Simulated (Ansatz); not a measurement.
Au under changes of volume

One of the cells (16.855 Å³/atom); the others are scaled copies at fixed shape and fractional positions:

```
CELL_PARAMETERS angstrom
0.00000 2.03500 2.03500
2.03500 0.00000 2.03500
2.03500 2.03500 0.00000
ATOMIC_POSITIONS crystal
Au 0.00000 0.00000 0.00000
```

* Program: Ansatz 0.2.0
* Functional: LDA
* Potentials or basis: Ansatz PAW
* Cutoff: 420 eV (not typed: the program's choice for these potentials)
* k mesh: 11 × 11 × 11
* Occupations: fermi-dirac, width 0.05 eV
* Spin: no spin polarisation

```csv
volume (Å³/atom),energy over the lowest point (meV/atom),pressure (GPa)
15.843,21.96,10.0
16.181,?,?
16.518,0.00,0.7
16.855,2.46,-3.1
17.192,12.41,-6.4
17.529,28.88,-9.3
17.866,51.03,-11.8
```

Problem. What does the run at 16.181 Å³/atom give?

Solution. Energy over the lowest point 6.09 meV/atom; pressure 5.0 GPa.

Worked out: A Birch-Murnaghan fit of order 3 (a polynomial in V^(-2/3)) to the other rows has its minimum at 16.58 Å³/atom with B0 = V·E''(V) = 195 GPa and B' = 5.6. It gives 6.06 meV/atom at 16.181 Å³/atom, against the run's 6.09, and -dE/dV = 5.1 GPa, against 5.0.

Energies are extrapolated to zero smearing.

Caveats: the PAW data sets come from PBE, with cores solved anew for the run's functional, which leaves a small shift of forces and pressure.
